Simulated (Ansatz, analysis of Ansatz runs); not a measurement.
# Moving an added hole between Br sites in CsLiBr2 (P4/nmm), part 2 of 2

Aim: the energy barrier that a trapped hole meets when it moves from one Br atom to another one nearby in CsLiBr2 (P4/nmm). The model is a cell of 96 host atoms.

Ansatz 0.2.0; plane-wave PAW DFT, PBEsol+U; relaxation of all atoms of a supercell at fixed charge in a uniform background; PAW set soft_1.

So far. Step 2 (The cell without the carrier): The largest displacement from an ideal site is 0.062 Å. Step 3 (The hole on the first site): The largest changes of the moments are 0.77 μB on Br62, 0.03 μB on Br95 and 0.03 μB on Br32. The largest part sits on the chosen site.

In doubt: warnings of the run leave room for a lower electronic state (Ansatz), so energies may not be the lowest and differences between runs may mislead.

### Step 4. The hole on the second site

The same start is made on the second site, to get the end of the hop.

B.relax/input.yaml

```yaml
crystal:
  lattice:
    - [15.32313619, 0.0, 0.0]
    - [5.10771206, 10.21542413, 0.0]
    - [0.0, 0.0, 19.62367138]
  atoms:
    - { symbol: Cs, position: [0.083355, 0.749424, 0.151566] }
    - { symbol: Cs, position: [0.249945, 0.249619, 0.151419] }
[... 29 atom lines left out ...]
    - { symbol: Br, position: [0.250217, 0.749516, 0.500854], spin: 1.0 }
[... 2 atom lines left out ...]
    - { symbol: Cs, position: [0.333621, 0.499667, 0.348231] }
[... 3 atom lines left out ...]
    - { symbol: Li, position: [0.429025, 0.75, 0.456689] }
[... 9 atom lines left out ...]
    - { symbol: Cs, position: [0.416619, 0.749989, 0.651926] }
[... 3 atom lines left out ...]
    - { symbol: Li, position: [0.33977, 0.480942, 0.543127] }
[... 8 atom lines left out ...]
    - { symbol: Br, position: [0.500358, 0.499762, 0.498908] }
[... 33 atom lines left out ...]
    - { symbol: Br, position: [0.917053, 0.749906, 0.500399] }
total_charge: 1
basis:
  ecutwfc: 420
  xc_grid: 2
hamiltonian:
  xc: pbesol
  hubbard:
    sites: [{ species: Br, l: p, u_eff: 7.0 }]
    projectors: ortho-atomic
  pseudopotentials: { kind: paw, azcp: { folder: soft_1 }, xc_functional: pbe }
kpoints:
  mp_grid: { grid: [1, 1, 1] }
magnetization:
  spin_polarized: true
  initial_magnetization: 1
  spin_locking: { lock_magnetization: hard }
scf:
  occupations: { method: fermi_dirac, width: 0.01 }
  max_iter: 120
  lower_state_search: "off"
output:
  forces: true
relax:
  f_tol: 0.015
  max_steps: 70
  escape_saddle: false
checkpoint:
  write: "../B.relax.run"
  compress: false
  write_wavefunctions: true
  write_every: 100000
```

Launch:

```bash
$ ansatz run input.yaml --threads 8 --pin off --max-ram 17899MiB --backend cpu --events-out ev --progress --plain --runs-dir out
```

Numbers of over 12 decimals in the logs are rounded to 6 here.

Output:

```text
[...]
Crystal: 96 atoms, lattice volume = 3071.739 Å³
Basis set: ecut = 420 eV, 59997 PW (Γ), exchange–correlation on 216×160×270 points (8 copies of the dense FFT grid, shifted against one another)
Bands: 408, of which v1, the nominal top of the filled ones, is band 312 counted from 1 (311 counted from 0)
Symmetry: 1 space group operations
[...]
k-points: 1
[...]
Starting moments: Σ|m| = 1 μB on 1 of 96 sites
[...]
SCF iter   1: F=—  HF=-270407.729248 eV  |F-HF|=—  |Δ(HF+E_count)|=         —  Δρ=1.19e-2 (↑1.16e-2 ↓1.19e-2)  dr2=3.66e1  dr2_m=7.77e-2  M=1.000 μB ∫|m|=1.119 μB  β_m=0.30  ethr=3.10e-3  ⟨swp⟩=7.0  Hψ=3550  notcnv=0  defer=120
[...]
F+E_penalty+E_count = -270413.26197045 eV   max|allowed force component| = 1.232e-2 eV/Å
  atoms:
    - { symbol: Cs, position: [0.083099, 0.749435, 0.148781] }
    - { symbol: Cs, position: [0.249857, 0.250093, 0.148578] }
[...]
- { symbol: Br, position: [0.169768, 0.504368, 0.498856] }
    [... 1 atom left out ...]
    - { symbol: Br, position: [0.250412, 0.749576, 0.501113] }
[...]
- { symbol: Cs, position: [0.334455, 0.496701, 0.341285] }
[...]
- { symbol: Li, position: [0.436883, 0.758372, 0.454695] }
    [... 1 atom left out ...]
    - { symbol: Br, position: [0.416664, 0.752418, 0.333916] }
[...]
- { symbol: Cs, position: [0.419538, 0.749724, 0.657788] }
    [... 3 atoms left out ...]
    - { symbol: Li, position: [0.340885, 0.460694, 0.544683] }
    [... 5 atoms left out ...]
    - { symbol: Br, position: [0.332530, 0.499039, 0.665257] }
    [... 2 atoms left out ...]
    - { symbol: Br, position: [0.476930, 0.519937, 0.498839] }
    [... 1 atom left out ...]
    - { symbol: Br, position: [0.587193, 0.749043, 0.502204] }
    [... 32 atoms left out ...]
[key lines of the parts left out:]
SCF converged after 9 iterations
Magnetization: 1.0000 μB (312.0000 up, 311.0000 down)
Free energy (F): -270413.261970 eV
Fermi energy:    1.404696 (↑ 3.096650, ↓ 1.401231) eV
```

Elapsed: 4.1 min, on 8 threads of Arm Neoverse V2, shared host; peak memory 6.6 GiB; 32 min of CPU time.

Distances from Br32 without and with the hole:

| atom | without (Å) | with (Å) |
| --- | --- | --- |
| Li53 | 2.67 | 3.07 |
| Li39 | 2.68 | 3.04 |
| Li7 | 2.68 | 3.05 |
| Li22 | 2.68 | 3.08 |
| Br62 | 3.61 | 3.28 |
| Br29 | 3.61 | 3.29 |

The largest changes of the moments are 0.77 μB on Br32, 0.03 μB on Br62 and 0.03 μB on Br29. The largest part sits on the chosen site.

### Step 5. Points on the line between the two structures

All atoms move on the straight line between the two relaxed structures, 7.53 amu^1/2 Å long in mass-weighted terms. Each point starts from the state of the point before, once from either end, so that both localised states can be followed; the midpoint is also started with the carrier shared.

A.x0500/input.yaml

```yaml
crystal:
  lattice:
    - [15.32313619, 0.0, 0.0]
    - [5.10771206, 10.21542413, 0.0]
    - [0.0, 0.0, 19.62367138]
  atoms:
    - { symbol: Cs, position: [0.083067, 0.749682, 0.148842] }
    - { symbol: Cs, position: [0.249718, 0.25, 0.148705] }
[... 29 atom lines left out ...]
    - { symbol: Br, position: [0.262312, 0.739186, 0.50093] }
[... 2 atom lines left out ...]
    - { symbol: Cs, position: [0.332318, 0.498655, 0.341648] }
[... 3 atom lines left out ...]
    - { symbol: Li, position: [0.423124, 0.773324, 0.454861] }
[... 9 atom lines left out ...]
    - { symbol: Cs, position: [0.417531, 0.75136, 0.657862] }
[... 3 atom lines left out ...]
    - { symbol: Li, position: [0.326739, 0.47647, 0.544676] }
[... 8 atom lines left out ...]
    - { symbol: Br, position: [0.488722, 0.509702, 0.498547], spin: 1.0 }
[... 33 atom lines left out ...]
    - { symbol: Br, position: [0.914496, 0.75125, 0.501507] }
total_charge: 1
basis:
  ecutwfc: 420
  xc_grid: 2
hamiltonian:
  xc: pbesol
  hubbard:
    sites: [{ species: Br, l: p, u_eff: 7.0 }]
    projectors: ortho-atomic
  pseudopotentials: { kind: paw, azcp: { folder: soft_1 }, xc_functional: pbe }
kpoints:
  mp_grid: { grid: [1, 1, 1] }
magnetization:
  spin_polarized: true
  initial_magnetization: 1
  spin_locking: { lock_magnetization: hard }
scf:
  occupations: { method: fermi_dirac, width: 0.01 }
  max_iter: 120
  lower_state_search: "off"
output:
  forces: true
  eigenvalues: true
  eigenstates: { localisation: true }
  write_density: true
  write_potential: true
  volumetric_format: npy
checkpoint:
  read: "../A.x0375.run"
  write: "../A.x0500.run"
  compress: false
  write_wavefunctions: true
  write_every: 100000
```

Output:

```text
[...]
Warning: checkpoint.read: the run can stay near the saved state's solution: 96 site(s) moved relative to the saved geometry (max |Δs| = 3.945e-3 fractional); [...]
[...]
Crystal: 96 atoms, lattice volume = 3071.739 Å³
Basis set: ecut = 420 eV, 59997 PW (Γ), exchange–correlation on 216×160×270 points (8 copies of the dense FFT grid, shifted against one another)
Bands: 408, of which v1, the nominal top of the filled ones, is band 312 counted from 1 (311 counted from 0)
Symmetry: 1 space group operations
[...]
k-points: 1
[...]
Starting moments: Σ|m| = 1 μB on 1 of 96 sites; this step starts from the density that it was given
[...]
SCF iter  10: F=-270412.929240 eV  HF=-270412.929240 eV  |F-HF|=4.07e-10  |Δ(HF+E_count)|=   1.84e-8  Δρ=1.04e-7 (↑8.06e-8 ↓1.04e-7)  dr2=1.44e-9  dr2_m=5.55e-11  M=1.000 μB ∫|m|=1.077 μB  ethr=4.06e-12  ⟨swp⟩=6.0  Hψ=4669  notcnv=0
SCF 1 converged in 10 iterations: F = -270412.929240 eV  dr2 = 1.44e-9
[...]
SCF converged after 10 iterations
[...]
Magnetization: 1.0000 μB (312.0000 up, 311.0000 down)
Absolute magnetization: 1.0636 μB (∫|ρ↑−ρ↓|, with the PAW one-centre terms)
[...]
Per-site moments (μB) at R_I (Å): [(5.443799769764219e-8, 1.494972), (4.988360417249015e-8, 1.494412), (-3.9327983371003136e-7, 1.447170), [... 93 left out ...]
Free energy (F): -270412.929240 eV
[...]
Internal energy: -270412.929240 eV  (E = F + TS)
E sigma→0 (E₀):  -270412.929240 eV
Fermi energy:    0.987072 (↑ 3.081847, ↓ 0.983607) eV
[...]
--- Forces (eV/Å), atoms counted from 1 ---
  atom   1  Cs     0.00153175     0.00208891     0.01720126
  atom   2  Cs    -0.00890815     0.00092877     0.00615197
  [... 27 atoms left out ...]
  atom  30  Br    -0.04907365    -0.11704792     0.01019992
  [... 1 atom left out ...]
  atom  32  Br     0.46193092    -0.44722512    -0.01188967
  [... 2 atoms left out ...]
  atom  35  Cs    -0.11033327     0.08739153    -0.00544504
  [... 3 atoms left out ...]
  atom  39  Li    -0.24729665     0.35369862     0.01427739
  [... 1 atom left out ...]
  atom  41  Br     0.07763421    -0.08651921     0.00485654
  [... 7 atoms left out ...]
  atom  49  Cs    -0.09959166     0.09684342     0.00349149
  [... 3 atoms left out ...]
  atom  53  Li    -0.36301078     0.23706210    -0.00177024
  [... 5 atoms left out ...]
  atom  59  Br     0.09548105    -0.07382608    -0.00034140
  [... 2 atoms left out ...]
  atom  62  Br    -0.01881749     0.04328903     0.00425955
  [... 1 atom left out ...]
  atom  64  Br    -0.07763682    -0.13076133    -0.00785559
  [... 32 atoms left out ...]
  max |Σ_I F_I| component: 6.25e-6 eV/Å
--- Band table (eV) ---
[...]
Occupation matrices written to <dir>
```

It took 85 s on 8 threads; peak memory 6.6 GiB.

Reading the cycles: dr2 is the Hartree energy of the density residual (eV), the measure of convergence; HF is the Harris–Foulkes estimate of the energy, which meets the free energy F at convergence.

States next to the filling edge at the first k-point, on the run's own zero (eigenstates.tsv). The participation number counts the atoms that a state is spread over, of 96; bands count from 0.

```csv
spin,band,energy (eV),occupation,participation,largest share on,share
down,305,-0.709,1.00,13.9,Br48,0.14
down,306,-0.706,1.00,14.8,Br78,0.12
down,307,-0.657,1.00,25.6,Br15,0.06
down,308,-0.649,1.00,24.0,Br15,0.07
down,309,-0.438,1.00,10.6,Br13,0.15
down,310,-0.438,1.00,10.6,Br15,0.12
down,311,2.398,0.00,1.6,Br62,0.79
down,312,6.610,0.00,73.0,Br62,0.03
down,313,7.205,0.00,48.7,Cs50,0.04
down,314,7.275,0.00,60.7,Cs67,0.03
down,315,7.331,0.00,24.0,Li85,0.13
up,306,-0.709,1.00,13.9,Br48,0.14
up,307,-0.706,1.00,14.8,Br78,0.12
up,308,-0.657,1.00,25.6,Br15,0.06
up,309,-0.649,1.00,24.0,Br15,0.07
up,310,-0.438,1.00,10.6,Br13,0.15
up,311,-0.438,1.00,10.6,Br15,0.12
up,312,6.595,0.00,69.6,Br62,0.04
up,313,7.202,0.00,49.2,Cs50,0.04
up,314,7.246,0.00,28.3,Li85,0.11
up,315,7.287,0.00,55.2,Li85,0.04
up,316,7.314,0.00,30.7,Li40,0.11
```

Under PBEsol+U (7 eV) at the zone centre alone, the highest filled state is spin up, spread over 11 of 96 atoms, and the lowest empty one, 2.84 eV above it, is spin down, spread over 2 of 96 atoms.

The largest moments in the atoms' spheres: Br62 0.69, Br32 0.06, Br95 0.02, Br29 0.01, Li40 0.00, Br42 0.00 μB.

Spin density in the ab plane at fractional z = 0.500, through the centre, with atoms of Br within 0.45 Å of it.

Values in e/Å³, 13 rows by 16 columns, each cell a mean:
```
0.00 0.00 0.00 0.00 0.00 0.00 0.00 0.00 0.00 0.00 0.00 0.00 0.00 0.00 0.00 0.00
0.00 0.00 0.00 0.00 0.00 0.00 0.00 0.00 0.00 0.00 0.00 0.00 0.00 0.00 0.00 0.00
0.00 0.00 0.00 0.02 0.00 0.00 0.00 0.00 0.00 0.00 0.00 0.00 0.00 0.00 0.00 0.00
0.00 0.00 0.00 0.01 0.01 0.01 0.00 0.00 0.00 0.00 0.00 0.00 0.00 0.00 0.00 0.00
0.00 0.00 0.00 0.00 0.01 0.01 0.03 0.03 0.00 0.00 0.00 0.00 0.00 0.00 0.00 0.00
0.00 0.00 0.00 0.00 0.00 0.00 0.11 0.22 0.00 0.00 0.00 0.00 0.00 0.00 0.00 0.00
0.00 0.00 0.00 0.00 0.00 0.00 0.03 0.06 0.21 0.06 0.00 0.00 0.00 0.00 0.00 0.00
0.00 0.00 0.00 0.00 0.00 0.00 0.00 0.00 0.15 0.07 0.00 0.00 0.00 0.00 0.00 0.00
0.00 0.00 0.00 0.00 0.00 0.00 0.00 0.00 0.01 0.01 0.00 0.01 0.00 0.00 0.00 0.00
0.00 0.00 0.00 0.00 0.00 0.00 0.00 0.00 0.00 0.00 0.00 0.01 0.00 0.00 0.00 0.00
0.00 0.00 0.00 0.00 0.00 0.00 0.00 0.00 0.00 0.00 0.00 0.00 0.01 0.00 0.00 0.00
0.00 0.00 0.00 0.00 0.00 0.00 0.00 0.00 0.00 0.00 0.00 0.00 0.00 0.00 0.00 0.00
0.00 0.00 0.00 0.00 0.00 0.00 0.00 0.00 0.00 0.00 0.00 0.00 0.00 0.00 0.00 0.00
```
Columns run along a (15.3 Å), rows up along b (11.4 Å). Atoms in or near the plane, at fractional coordinates: Br at (0.01, 0.99), Br at (0.17, 0.50), Br at (0.08, 0.26), Br at (0.26, 0.74), Br at (0.33, 0.00), Br at (0.49, 0.51), Br at (0.42, 0.25), Br at (0.58, 0.75), Br at (0.67, 0.00), Br at (0.84, 0.50), Br at (0.74, 0.26), Br at (0.91, 0.75).

Valence density in the ab plane at fractional z = 0.500, through the centre, with atoms of Br within 0.45 Å of it. It is the smooth field of the valence electrons, not physical close to the nuclei.

Values in units of 1e-1 e/Å³, 13 rows by 16 columns, each cell a mean:
```
8.3 5.7 0.5 0.4 4.0 8.9 6.6 0.7 0.4 1.9 7.8 9.3 1.8 0.5 0.6 5.9
3.8 2.6 0.9 1.9 1.3 2.3 2.2 0.9 2.3 1.8 1.9 3.4 1.2 2.0 2.7 1.3
0.7 0.4 1.3 8.3 7.7 1.6 0.4 1.1 8.0 8.5 2.8 0.5 0.6 5.4 9.1 5.3
1.4 0.3 0.7 7.1 6.9 5.5 0.5 0.5 5.7 7.1 7.2 0.6 0.4 2.9 7.5 9.1
1.2 1.3 1.5 1.7 6.1 3.8 1.2 1.8 1.3 4.6 4.0 0.9 1.5 1.2 3.0 4.6
0.6 4.7 9.1 3.9 0.8 0.8 2.7 8.3 5.8 0.7 0.6 1.0 6.9 7.9 2.0 0.6
0.4 3.6 6.8 8.6 1.4 0.3 1.8 7.5 7.6 1.7 0.3 0.7 6.7 6.1 6.8 0.6
1.1 1.1 4.7 6.6 1.5 0.8 0.9 3.2 5.4 1.4 0.9 1.2 1.7 6.8 5.4 0.9
6.3 6.4 1.4 0.9 0.7 3.3 6.9 2.3 0.6 0.5 3.2 8.5 3.9 0.9 1.0 1.1
7.7 6.0 5.6 0.5 0.4 4.2 7.3 7.8 1.1 0.3 2.8 7.4 8.1 1.7 0.3 0.8
2.4 8.3 5.9 0.8 0.6 1.2 6.9 8.8 1.9 0.6 0.8 5.1 8.2 2.2 0.4 0.5
2.3 1.2 1.3 1.1 4.5 3.8 1.2 1.8 1.0 2.5 4.3 1.4 1.2 0.7 0.9 3.5
7.8 2.5 0.4 1.0 8.5 7.1 4.0 0.4 0.5 4.9 8.4 6.7 0.8 0.3 1.3 9.0
```
Columns run along a (15.3 Å), rows up along b (11.4 Å). Atoms in or near the plane, at fractional coordinates: Br at (0.01, 0.99), Br at (0.17, 0.50), Br at (0.08, 0.26), Br at (0.26, 0.74), Br at (0.33, 0.00), Br at (0.49, 0.51), Br at (0.42, 0.25), Br at (0.58, 0.75), Br at (0.67, 0.00), Br at (0.84, 0.50), Br at (0.74, 0.26), Br at (0.91, 0.75).

Electrostatic potential energy in the ab plane at fractional z = 0.500, through the centre, with atoms of Br within 0.45 Å of it. With pseudopotentials it is smooth inside the atoms' cores, unlike the true potential.

Values in eV, 13 rows by 16 columns, each cell a mean:
```
-47  -5   5   5  -1 -37  -8   5   2   4 -30 -29   5   2   5  -8
  1   5   7   6   7   5   4   7   4   5   5   2   7   5   4   7
  4   5   7 -18 -21   5   3   4 -16 -33   3   3   4  -4 -40  -6
  4   2   6 -16 -54  -4   4   3  -8 -52 -12   4   2   2 -41 -29
  7   5   6   6  -6   2   4   3   6  -2   1   7   5   6   3  -1
  5  -1 -27   0   6   5  -1 -35 -10   5   3   5  -9 -20   5   4
  2   1 -48 -29   4   2   2 -40 -43   2   2   2 -12 -56 -12   3
  5   6  -2  -7   6   4   5   1 -10   3   5   4   5 -11  -3   6
 -6  -9   6   5   6   3 -10   4   4   4   3 -19   0   6   4   6
-18 -55  -6   3   2  -1 -52 -25   4   1   2 -46 -36   4   1   3
  4 -21  -5   6   4   6 -15 -22   5   3   5  -5 -17   5   5   4
  5   6   5   7   0   1   7   4   6   4   0   6   5   6   7   3
-35   3   2   4 -21 -47  -1   3   3  -2 -47 -14   4   1   5 -25
```
Columns run along a (15.3 Å; values clipped at the 3rd and 97th percentile), rows up along b (11.4 Å). Atoms in or near the plane, at fractional coordinates: Br at (0.01, 0.99), Br at (0.17, 0.50), Br at (0.08, 0.26), Br at (0.26, 0.74), Br at (0.33, 0.00), Br at (0.49, 0.51), Br at (0.42, 0.25), Br at (0.58, 0.75), Br at (0.67, 0.00), Br at (0.84, 0.50), Br at (0.74, 0.26), Br at (0.91, 0.75).

Free energies from the first end:

| started from | fraction | energy (eV) | moment change on Br62 (μB) | on Br32 (μB) |
| --- | --- | --- | --- | --- |
| first site | 0 | 0.000 | 0.77 | 0.03 |
| first site | 0.125 | 0.023 | 0.75 | 0.04 |
| first site | 0.25 | 0.087 | 0.74 | 0.04 |
| first site | 0.375 | 0.192 | 0.71 | 0.05 |
| first site | 0.5 | 0.333 | 0.69 | 0.07 |
| first site | 0.625 | 0.508 | 0.66 | 0.09 |
| second site | 0.875 | 0.022 | 0.04 | 0.75 |
| second site | 0.75 | 0.086 | 0.04 | 0.73 |
| second site | 0.625 | 0.189 | 0.05 | 0.71 |
| second site | 0.5 | 0.328 | 0.07 | 0.69 |
| second site | 0.375 | 0.502 | 0.09 | 0.66 |
| shared | 0.5 | 0.527 | 0.39 | 0.39 |
| second site | 1 | 0.000 | 0.03 | 0.77 |

### Step 6. Results

* barrier forward: 0.33 eV
* barrier backward: 0.33 eV
* distance of the two sites without the carrier: 3.61 Å
* carrier at the midpoint: on one site

**Reading.** On this line the hole must cross 0.33 eV to hop 3.61 Å; both ends have the same energy within 0.005 eV. At the midpoint the lowest state found keeps the carrier on one site, so the two localised curves cross in a cusp. This suggests weak coupling and a hop slower than the barrier alone implies, though U itself penalises the shared state. With an assumed attempt frequency of 1e13 per second the rate at 300 K would be 3e+07 per second for this barrier, if every crossing succeeded. A straight line need not be the lowest path, so the true barrier at this U can be lower, or higher if the ends can still break their symmetry. No run compares the localised hole with one spread in the band, so its binding is unknown and the barrier may exceed it. Holes in halides commonly bind two halogen atoms into a pair. A U on single atoms favours the one-atom state followed here, and no pair was tried, so these numbers may not belong to the actual polaron. The program's search for lower electronic states was switched off in all runs, so that each state is followed; none is shown to be the lowest at its structure. No image-charge correction is applied; it nearly cancels along the line while the charge stays localised. What this leaves open: sampling at the zone centre alone can move energies of charged and open-shell states by tenths of an eV or more in cells of this size; gap and trapping depend on the U chosen (Br p 7.0 eV); spin–orbit coupling, which can matter with heavy atoms, is left out.

[Logs are printed without paths, hosts, clocks, repeated set-up lines and the standing remarks that a program may print on its own settings, such as how far it seeks lower states.]

[Hosts, paths, dates, database ids (printed as entryN), source tags and the programs' standing remarks are cut or masked in the printed files.]
